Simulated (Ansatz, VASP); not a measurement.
# LiHF2: VASP beside Ansatz

```
CELL_PARAMETERS angstrom
1.44279 0.83299 4.43785
-1.44279 0.83299 4.43785
0.00000 -1.66599 4.43785
ATOMIC_POSITIONS crystal
Li 0.00000 0.00000 0.00000
H 0.50000 0.50000 0.50000
F 0.41251 0.41251 0.41251
F 0.58749 0.58749 0.58749
```

Change from the starting cell: strain +0.0250 x Voigt [0, 0, 1, 0, 0, 0], atoms carried along.

Alike in both runs: task single point; functional LDA; k mesh 9 × 9 × 9; occupations gaussian, width 0.05 eV; no spin polarisation.

|  | VASP | Ansatz |
| --- | --- | --- |
| version | VASP 6.6.1 | Ansatz 0.2.0 |
| potentials or method | VASP PAW LDA potentials, release 64 (Li_sv, H, F) | scalar-relativistic, plane waves, PAW |
| plane-wave cutoff (eV) | 520 | 420 |
| valence electrons in the cell | 18 | 18 |

Ansatz gave:

| Item | Value |
| --- | --- |
| gap on the k mesh at the Fermi level (eV) | 8.01 |
| least direct gap on the mesh (eV) | 8.20 |
| rms of the force components (eV/Å) | 0.231 |

**Question.** What did VASP give for the same quantities?

**Answer.** gap on the k mesh at the Fermi level (eV): 7.97; least direct gap on the mesh (eV): 8.16; rms of the force components (eV/Å): 0.194.

Atom by atom the forces differ by 0.037 eV/Å (rms over components).

Caveats: an odd mesh through Γ misses points on the zone boundary, where band edges often lie.
